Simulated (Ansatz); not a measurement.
# Al (P6_3/mmc) in Ansatz: settings compared

Aim: see how the results for Al move with the level of theory and the settings. Levels: PBE+D3(BJ)-ATM, PBE+D4. Tasks: relaxation of cell and atoms.

All numbers are computed with Ansatz 0.2.0; they aren't measurements. Logs are shortened: lines on timing, memory, paths and dates and some standing lists are left out, and cuts for length are marked.

## 1. Starting point

The structure is hexagonal, space group P6_3/mmc (No. 194). The conventional cell has a = 2.812 Å, b = 2.812 Å, c = 4.867 Å, α = 90.00°, β = 90.00°, γ = 120.00°. Al (site symmetry -6m2) has 12 Al at 2.81 to 2.93 Å as nearest neighbours.

This isn't the form of Al at room conditions, which is fcc.

## 2. Relaxation of cell and atoms, PBE+D3(BJ)-ATM

Contents of input.yaml:

```yaml
crystal:
  lattice:
    - [2.8124553515, 0.0, 0.0]
    - [-1.4062276757, 2.4356577814, 0.0]
    - [0.0, 0.0, 4.86685]
  atoms:
    - { symbol: Al, position: [0.3333333333, 0.6666666667, 0.25] }
    - { symbol: Al, position: [0.6666666667, 0.3333333333, 0.75] }
hamiltonian:
  xc: pbe
  pseudopotentials: { kind: paw }
  dispersion: d3bjatm
kpoints:
  mp_grid: { grid: [11, 11, 6] }
scf:
  occupations: { method: fermi_dirac, width: 0.05 }
output:
  forces: true
  stress: true
  eigenvalues: true
  write_density: true
  write_potential: true
  elf: true
  volumetric_format: npy
relax:
  f_tol: 0.01
  max_steps: 40
  cell: { stress_tol: 0.05 }
```

Potentials or basis: Ansatz PAW.

Run with:

```console
$ ansatz run input.yaml --threads 2 --pin off --max-ram 5632MiB --backend cpu --events-out ev --progress --plain --runs-dir out
```

Standard output:

```text
Warning: RAYON_NUM_THREADS=2 ignored (pool sized by the plan → 2); use --threads N
Engine: ansatz 0.2.0, aarch64-unknown-linux-gnu
Pseudopotentials: kind: paw
Pseudopotential: Al, paw, valence charge 3, recommended cutoff 420 eV (normal), Al.paw.azcp
Functional definition: PBE
  parameter kappa = 0.804
  parameter beta = 0.06672455060314922
  exchange = pbe_x(kappa = kappa, mu = beta*pi^2/3)
  correlation = pbe_c(beta = beta)
Crystal: 2 atoms, lattice volume = 33.339 Å³
Basis set: ecut = 420 eV, 665 PW (Γ), exchange–correlation on 40×40×72 points (8 copies of the dense FFT grid, shifted against one another)
Bands: 7, of which v1, the nominal top of the filled ones, is band 3 counted from 1 (2 counted from 0)
Symmetry: 24 space group operations
Space group: P63/mmc (ITA 194), of the structure as read, at distance tolerance 3.2e-5 Å
k-points: 64 of 726
Non-local potential: Al, projectors of the file, l = 0: 2, l = 1: 2, l = 2: 1
PAW form: soft (Blöchl's): semilocal exchange-correlation on the pseudo side does not see the compensation charge
PAW one-centre angular grid: Al, 110 points (default); XC on 64 Gauss nodes
Initial density: superposition of atomic densities (neutral atoms: chi_scale 0, normalization atom), corrected by the library's trained network
Initial wavefunctions: pseudopotential atomic-orbital guess
Functional: x = pbe(κ = 0.804, μ = 0.2195149727645171), c = pbe(β = 0.06672455060314922)
SCF iter   1: F=—  HF=-1075.582537 eV  |F-HF|=—  |Δ(HF+E_count)|=         —  Δρ=1.64e-3  dr2=1.03e-3  ethr=1.77e-3  ⟨swp⟩=5.4  Hψ=3771  notcnv=0
preconditioner: auto → none  [insulator: Δε(μ)=0.210 eV  Ē_g=8.975 eV  σ=0.050 eV  W_gap=0.74  n_scr=2 (ndim 8)  ℏωp=15.8 eV  f_vac=0.000  D(μ)=0.49/eV (n_scr^D=2)  ε∞_Penn≈4.1]
SCF iter   2: F=—  HF=-1075.582392 eV  |F-HF|=—  |Δ(HF+E_count)|=   1.45e-4  Δρ=6.81e-4  dr2=1.62e-4  ethr=1.71e-5  ⟨swp⟩=1.2  Hψ=976  notcnv=0
SCF iter   3: F=—  HF=-1075.582370 eV  |F-HF|=—  |Δ(HF+E_count)|=   2.26e-5  Δρ=4.96e-5  dr2=3.26e-7  ethr=2.71e-6  ⟨swp⟩=1.4  Hψ=498  notcnv=0
SCF iter   4: F=—  HF=-1075.582361 eV  |F-HF|=—  |Δ(HF+E_count)|=   8.34e-6  Δρ=7.21e-6  dr2=7.61e-9  ethr=5.43e-9  ⟨swp⟩=2.3  Hψ=624  notcnv=0
iter 5 did not close the SCF: its close was put off for the readings that it lacked (scf_convergence_deferred on its scf_iter line)
SCF iter   5: F=-1075.582361 eV  HF=-1075.582361 eV  |F-HF|=1.57e-11  |Δ(HF+E_count)|=   8.99e-9  Δρ=4.46e-7  dr2=6.65e-11  ethr=1.27e-10  ⟨swp⟩=2.0  Hψ=628  notcnv=0
SCF iter   6: F=-1075.582361 eV  HF=-1075.582361 eV  |F-HF|=4.55e-13  |Δ(HF+E_count)|=  1.36e-11  Δρ=5.63e-8  dr2=7.41e-13  ethr=1.11e-12  ⟨swp⟩=3.8  Hψ=1909  notcnv=0
SCF 1 converged in 6 iterations: F = -1075.582361 eV  dr2 = 7.41e-13
relax step   1: F+E_penalty+E_count = -1075.58236138 eV  Δ(F+E_penalty+E_count) = +0.000e0 eV  max|allowed force component| = 1.619e-17 eV/Å  Δτ_max = 0.0000 Å  P = -2.851 GPa  Ω = 33.339 Å³  (6 SCF iters, accepted)
Crystal: 2 atoms, lattice volume = 31.580 Å³
Basis set: ecut = 420 eV, 627 PW (Γ), exchange–correlation on 40×40×72 points (8 copies of the dense FFT grid, shifted against one another)
Initial density: handed on by an earlier stage of this run
Initial wavefunctions: those handed on with the density
iter 1 solved again at ethr=5.22e-5 eV; its pass at ethr=3.10e-3 eV (dr2=3.13e-3 eV) is discarded
SCF iter   1: F=—  HF=-1075.615699 eV  |F-HF|=—  |Δ(HF+E_count)|=         —  Δρ=2.89e-3  dr2=3.20e-3  ethr=5.22e-5  ⟨swp⟩=1.0  Hψ=4418  notcnv=0
preconditioner: auto → none  [metal: Δε(μ)=0.128 eV  Ē_g=9.264 eV  σ=0.050 eV  W_gap=0.45  n_scr=2 (ndim 8)  ℏωp=16.2 eV  f_vac=0.000  D(μ)=0.60/eV (n_scr^D=2)]
SCF iter   2: F=—  HF=-1075.614394 eV  |F-HF|=—  |Δ(HF+E_count)|=   1.31e-3  Δρ=1.20e-3  dr2=5.45e-4  ethr=5.22e-5  ⟨swp⟩=1.0  Hψ=448  notcnv=0
SCF iter   3: F=—  HF=-1075.614086 eV  |F-HF|=—  |Δ(HF+E_count)|=   3.08e-4  Δρ=5.64e-5  dr2=9.75e-7  ethr=9.09e-6  ⟨swp⟩=1.4  Hψ=515  notcnv=0
SCF iter   4: F=—  HF=-1075.614049 eV  |F-HF|=—  |Δ(HF+E_count)|=   3.69e-5  Δρ=2.43e-6  dr2=1.03e-9  ethr=3.33e-9  ⟨swp⟩=8.4  Hψ=3135  notcnv=0
SCF iter   5: F=-1075.614049 eV  HF=-1075.614049 eV  |F-HF|=2.48e-11  |Δ(HF+E_count)|=  7.74e-10  Δρ=3.89e-7  dr2=2.01e-11  ethr=1.72e-11  ⟨swp⟩=3.3  Hψ=1693  notcnv=0
SCF 2 converged in 5 iterations: F = -1075.614049 eV  dr2 = 2.01e-11
relax step   2: F+E_penalty+E_count = -1075.61404893 eV  Δ(F+E_penalty+E_count) = -3.169e-2 eV  max|allowed force component| = 6.505e-18 eV/Å  Δτ_max = 0.0000 Å  P = +1.117 GPa  Ω = 31.580 Å³  energy of the carried Pulay correction = +6.995e-4 eV  (5 SCF iters, dr2 threshold 2.00e-7 eV, accepted)
Crystal: 2 atoms, lattice volume = 32.018 Å³
iter 1 solved again at ethr=7.76e-7 eV; its pass at ethr=3.10e-3 eV (dr2=4.65e-5 eV) is discarded
SCF iter   1: F=—  HF=-1075.615399 eV  |F-HF|=—  |Δ(HF+E_count)|=         —  Δρ=3.97e-4  dr2=5.36e-5  ethr=7.76e-7  ⟨swp⟩=2.2  Hψ=4225  notcnv=0
preconditioner: auto → none  [metal: Δε(μ)=0.078 eV  Ē_g=9.181 eV  σ=0.050 eV  W_gap=0.33  n_scr=2 (ndim 8)  ℏωp=16.1 eV  f_vac=0.000  D(μ)=0.63/eV (n_scr^D=2)]
SCF iter   2: F=—  HF=-1075.615319 eV  |F-HF|=—  |Δ(HF+E_count)|=   7.99e-5  Δρ=1.89e-4  dr2=1.20e-5  ethr=7.76e-7  ⟨swp⟩=1.0  Hψ=448  notcnv=0
SCF iter   3: F=-1075.615305 eV  HF=-1075.615305 eV  |F-HF|=1.16e-10  |Δ(HF+E_count)|=   1.46e-5  Δρ=3.37e-6  dr2=2.67e-9  ethr=3.33e-9  ⟨swp⟩=6.6  Hψ=2546  notcnv=0
SCF 3 converged in 3 iterations: F = -1075.615305 eV  dr2 = 2.67e-9
relax step   3: F+E_penalty+E_count = -1075.61530475 eV  Δ(F+E_penalty+E_count) = -1.256e-3 eV  max|allowed force component| = 1.446e-17 eV/Å  Δτ_max = 0.0000 Å  P = -0.074 GPa  Ω = 32.018 Å³  energy of the carried Pulay correction = +5.062e-4 eV  (3 SCF iters, dr2 threshold 2.00e-7 eV, accepted)
Crystal: 2 atoms, lattice volume = 31.995 Å³
iter 1 solved again at ethr=2.49e-8 eV; its pass at ethr=3.10e-3 eV (dr2=1.50e-6 eV) is discarded
SCF iter   1: F=—  HF=-1075.615359 eV  |F-HF|=—  |Δ(HF+E_count)|=         —  Δρ=6.17e-5  dr2=1.49e-6  ethr=2.49e-8  ⟨swp⟩=2.4  Hψ=4142  notcnv=0
preconditioner: auto → none  [metal: Δε(μ)=0.087 eV  Ē_g=9.185 eV  σ=0.050 eV  W_gap=0.36  n_scr=2 (ndim 8)  ℏωp=16.1 eV  f_vac=0.000  D(μ)=0.62/eV (n_scr^D=2)]
SCF iter   2: F=—  HF=-1075.615326 eV  |F-HF|=—  |Δ(HF+E_count)|=   3.31e-5  Δρ=2.50e-5  dr2=2.39e-7  ethr=2.48e-8  ⟨swp⟩=1.0  Hψ=448  notcnv=0
SCF iter   3: F=-1075.615325 eV  HF=-1075.615325 eV  |F-HF|=2.61e-10  |Δ(HF+E_count)|=   1.04e-7  Δρ=1.14e-6  dr2=3.42e-10  ethr=6.30e-10  ⟨swp⟩=5.1  Hψ=1959  notcnv=0
SCF 4 converged in 3 iterations: F = -1075.615325 eV  dr2 = 3.42e-10
relax step   4: F+E_penalty+E_count = -1075.61532545 eV  Δ(F+E_penalty+E_count) = -2.070e-5 eV  max|allowed force component| = 1.677e-17 eV/Å  Δτ_max = 0.0000 Å  P = -0.016 GPa  Ω = 31.995 Å³  energy of the carried Pulay correction = +5.171e-4 eV  (3 SCF iters, dr2 threshold 3.78e-8 eV, accepted)
Crystal: 2 atoms, lattice volume = 31.988 Å³
iter 1 solved again at ethr=6.52e-9 eV; its pass at ethr=3.10e-3 eV (dr2=3.91e-7 eV) is discarded
SCF iter   1: F=—  HF=-1075.615364 eV  |F-HF|=—  |Δ(HF+E_count)|=         —  Δρ=3.11e-5  dr2=3.87e-7  ethr=6.52e-9  ⟨swp⟩=2.4  Hψ=4123  notcnv=0
preconditioner: auto → none  [metal: Δε(μ)=0.084 eV  Ē_g=9.186 eV  σ=0.050 eV  W_gap=0.35  n_scr=2 (ndim 8)  ℏωp=16.1 eV  f_vac=0.000  D(μ)=0.62/eV (n_scr^D=2)]
SCF iter   2: F=—  HF=-1075.615331 eV  |F-HF|=—  |Δ(HF+E_count)|=   3.27e-5  Δρ=1.23e-5  dr2=5.95e-8  ethr=6.45e-9  ⟨swp⟩=1.9  Hψ=620  notcnv=0
SCF iter   3: F=-1075.615331 eV  HF=-1075.615331 eV  |F-HF|=3.75e-11  |Δ(HF+E_count)|=   2.27e-8  Δρ=5.03e-7  dr2=7.25e-11  ethr=2.89e-10  ⟨swp⟩=6.1  Hψ=1662  notcnv=0
SCF 5 converged in 3 iterations: F = -1075.615331 eV  dr2 = 7.25e-11
relax step   5: F+E_penalty+E_count = -1075.61533106 eV  Δ(F+E_penalty+E_count) = -5.609e-6 eV  max|allowed force component| = 3.701e-17 eV/Å  Δτ_max = 0.0000 Å  P = +0.003 GPa  Ω = 31.988 Å³  energy of the carried Pulay correction = +5.196e-4 eV  (3 SCF iters, dr2 threshold 1.73e-8 eV, accepted)
Basis set: ecut = 420 eV, 627 PW (Γ), exchange–correlation on 40×40×64 points (8 copies of the dense FFT grid, shifted against one another)
Initial wavefunctions: pseudopotential atomic-orbital guess (no wavefunctions were taken with the density)
iter 1 solved again at ethr=2.67e-9 eV; its pass at ethr=3.10e-3 eV (dr2=1.60e-7 eV) is discarded
SCF iter   1: F=—  HF=-1075.614957 eV  |F-HF|=—  |Δ(HF+E_count)|=         —  Δρ=3.46e-5  dr2=3.54e-8  ethr=2.67e-9  ⟨swp⟩=3.3  Hψ=5284  notcnv=0
SCF iter   2: F=—  HF=-1075.614992 eV  |F-HF|=—  |Δ(HF+E_count)|=   3.53e-5  Δρ=1.71e-5  dr2=8.51e-9  ethr=5.91e-10  ⟨swp⟩=2.0  Hψ=645  notcnv=0
SCF iter   3: F=—  HF=-1075.614992 eV  |F-HF|=—  |Δ(HF+E_count)|=   9.80e-8  Δρ=1.76e-6  dr2=5.08e-10  ethr=1.42e-10  ⟨swp⟩=2.1  Hψ=641  notcnv=0
SCF iter   4: F=—  HF=-1075.614992 eV  |F-HF|=—  |Δ(HF+E_count)|=  5.01e-10  Δρ=6.33e-7  dr2=9.67e-11  ethr=8.46e-12  ⟨swp⟩=1.0  Hψ=448  notcnv=0
SCF iter   5: F=-1075.614992 eV  HF=-1075.614992 eV  |F-HF|=6.82e-13  |Δ(HF+E_count)|=  1.23e-11  Δρ=1.38e-8  dr2=4.68e-14  ethr=1.00e-12  ⟨swp⟩=4.7  Hψ=1432  notcnv=0
SCF 6 converged in 5 iterations: F = -1075.614992 eV  dr2 = 4.68e-14
relax step   6: F+E_penalty+E_count = -1075.61499201 eV  Δ(F+E_penalty+E_count) = +3.390e-4 eV  max|allowed force component| = 4.113e-17 eV/Å  Δτ_max = 0.0000 Å  P = -0.015 GPa  Ω = 31.988 Å³  stress off target by 1.76e-2 GPa  SCF on the basis re-selected at this cell (its energy is not comparable with the rows above)  (5 SCF iters)
basis re-selected at this cell: Δ(F+E_penalty+E_count) = +3.390e-4 eV, ΔP = -0.018 GPa vs the last step (what re-selecting the basis moved, of the pressure what is left beyond the Pulay correction that the steps carried, after the strain that the cell walked since its last selection, with what the two solves' SCF thresholds leave and, on support functions, any second-order correction that the steps lacked; it is no measure of the basis error at this ecutwfc). The dense FFT grid was sized anew with the basis: this SCF ran on 20×20×32 points, the steps before it on 20×20×36, so part of this shift can come from that change (see relax.cell in the input reference). This SCF's stress stands 1.76e-2 GPa from its target on what of the cell is left free (relax.cell.stress_tol is 5.00e-2 GPa) and its largest allowed force component is 4.11e-17 eV/Å (relax.f_tol is 1.00e-2 eV/Å): within both
SCF converged after 5 iterations
Free energy (F): -1075.614992 eV
Harris-Foulkes:  -1075.614992 eV  (|F-HF|=6.82e-13)
Internal energy: -1075.610063 eV  (E = F + TS)
E sigma→0 (E₀):  -1075.612527 eV
Entropy (-TS):   -0.004929 eV (-2.465 meV/atom)
Fermi energy:    8.284989 eV
--- Per-component energies (eV) ---
  E_band       = 22.611735
  E_kinetic    = 46.408122
  E_local      = 20.738020  (includes V_loc(G=0)·N_el)
  E_nonlocal   = 20.912044
  E_hartree    = 0.206949
  E_xc         = -79.883974
  E_vxc        = -58.447988  (∫ρ·V_xc dr)
  E_paw        = -934.775446  (= ΣΔE_a)
  E_vpaw       = -7.412356  (= ΣTr[D̂ρ^β])
  E_aug_tail   = -0.000004  (compensation charges beyond the density's cutoff)
  E_ewald      = -148.556192
  E_disp       = -0.659581  (pairwise vdW)
  E_smearing   = -0.004929  (= −TS)
  E_closure    = 0.000000  (closes the sum)
  Σ components = -1075.614992   (vs F -1075.614992, Δ=0.00e0)
--- Forces (eV/Å), atoms counted from 1 ---
  atom   1  Al    -0.00000000     0.00000000    -0.00000000
  atom   2  Al     0.00000000    -0.00000000     0.00000000
  max |Σ_I F_I| component: 6.36e-18 eV/Å
--- Stress (GPa, compression-positive) ---
       -0.017575       0.000000      -0.000000
        0.000000      -0.017575      -0.000000
       -0.000000      -0.000000      -0.009772
  P = ⅓ Tr σ = -0.0150 GPa (-0.150 kbar)
--- Band table (eV; the first three rows and the last of 64) ---
  k-point 0: bands = ["-3.0747", "3.4949", "3.6943", "19.2892", "19.2892", "19.5284", "19.5284"]
  k-point 1: bands = ["-2.8853", "1.5860", "5.9354", "18.0352", "19.4297", "19.4297", "19.6835"]
  k-point 2: bands = ["-2.3185", "-0.0742", "8.5898", "14.7380", "19.8398", "19.8398", "20.1172"]
  k-point 63: bands = ["5.5038", "5.5038", "6.3290", "6.3290", "8.2875", "8.2875", "18.1589"]
--- Relaxed structure (5 steps of the walk, 5 accepted, 1 SCFs on fresh bases) ---
  F+E_penalty+E_count = -1075.61499201 eV   max|allowed force component| = 4.113e-17 eV/Å   (the final SCF, on the basis selected at the relaxed cell)
  cell:  # Å, volume = 31.9880 Å³
    - [2.8165160174857093, -2.8909163225798738e-11, -2.23390433452675e-29]
    - [-1.4082580087178185, 2.4391744213228552, 1.8855766340534795e-18]
    - [1.5386736031071196e-32, 3.767696230337434e-18, 4.656204823571564]
  atoms:
    - { symbol: Al, position: [0.3333333333333333, 0.6666666666666666, 0.25] }
    - { symbol: Al, position: [0.6666666666666667, 0.3333333333333333, 0.7500000000000001] }
```

Run time: 3.6 s. Hardware: 2 threads of Arm Neoverse V2, shared host; peak memory 0.28 GiB.

Results:

* Free energy: -1075.6150 eV
* Relaxed volume: 15.99 Å³/atom
* Relaxed cell: a = 2.817 Å, b = 2.817 Å, c = 4.656 Å, α = 90.00°, β = 90.00°, γ = 120.00°
* Space group after relaxing (to 0.05 Å): P6_3/mmc (No. 194)
* Energy gained by relaxing: 16.3 meV/atom
* Ionic steps: 6
* Pressure after relaxing: 0.0 GPa
* Band gap on the k mesh: none (metal or under the smearing width)

The path:
| step | energy change (eV) | largest force (eV/Å) | volume (Å³) |
| --- | --- | --- | --- |
| 1 | 0.0000 | 0.0000 | 33.34 |
| 2 | -0.0317 | 0.0000 | 31.58 |
| 3 | -0.0329 | 0.0000 | 32.02 |
| 4 | -0.0330 | 0.0000 | 32.00 |
| 5 | -0.0330 | 0.0000 | 31.99 |
| 6 | -0.0326 | 0.0000 | 31.99 |

Final structure:
```
Al
1.0
     2.81652    0.00000    0.00000
    -1.40826    2.43917    0.00000
     0.00000    0.00000    4.65620
Al
2
Cartesian
  0.0000 1.6261 1.1641
  1.4083 0.8131 3.4922
```

Caveat: the plane-wave basis is chosen anew once the cell has moved, so the energies of steps on either side of that aren't comparable; pairwise dispersion overbinds metals, which lowers pressure and volume.

## 3. Relaxation of cell and atoms, PBE+D4

input.yaml: that of step 2 with these lines changed.

```diff
@@ -11,3 +11,3 @@
   pseudopotentials: { kind: paw }
-  dispersion: d3bjatm
+  dispersion: d4
 kpoints:
@@ -20,6 +20,2 @@
   eigenvalues: true
-  write_density: true
-  write_potential: true
-  elf: true
-  volumetric_format: npy
 relax:
```

Potentials or basis: Ansatz PAW.

Run with:

```console
$ ansatz run input.yaml --threads 2 --pin off --max-ram 5632MiB --backend cpu --events-out ev --progress --plain --runs-dir out
```

Run time: 3 s. Hardware: 2 threads of Arm Neoverse V2, shared host; peak memory 0.28 GiB.

It converged, with:

```yaml
Free_energy: -1075.6639 eV
Relaxed_volume: 15.97 Å³/atom
Relaxed_cell: a = 2.815 Å, b = 2.815 Å, c = 4.654 Å, α = 90.00°, β = 90.00°, γ = 120.00°
Space_group_after_relaxing_to_0.05_Å: P6_3/mmc (No. 194)
Energy_gained_by_relaxing: 16.9 meV/atom
Ionic_steps: 5
Pressure_after_relaxing: 0.0 GPa
Band_gap_on_the_k_mesh: none (metal or under the smearing width)
```

The path:
```
step  energy change (eV)  largest force (eV/Å)  volume (Å³)
   1              0.0000                0.0000        33.34
   2             -0.0327                0.0000        31.51
   3             -0.0341                0.0000        31.97
   4             -0.0341                0.0000        31.94
   5             -0.0338                0.0000        31.94
```

Final structure:
```xyz
2
Lattice="2.8148 0.0000 0.0000 -1.4074 2.4377 0.0000 0.0000 0.0000 4.6544" Properties=species:S:1:pos:R:3 pbc="T T T"
Al    0.0000    1.6251    1.1636
Al    1.4074    0.8126    3.4908
```

Levels at points of the mesh, in eV from the Fermi level:
| k point | band 1 | band 2 | band 3 | band 4 | band 5 | band 6 | band 7 |
| --- | --- | --- | --- | --- | --- | --- | --- |
| (0.00, 0.00, 0.00) | -11.37 | -4.80 | -4.60 | 11.02 | 11.02 | 11.25 | 11.25 |
| (0.00, 0.00, -0.50) | -9.68 | -9.68 | 3.25 | 3.25 | 12.10 | 12.10 | 12.10 |

Caveat: the plane-wave basis is chosen anew once the cell has moved, so the energies of steps on either side of that aren't comparable; pairwise dispersion overbinds metals, which lowers pressure and volume.
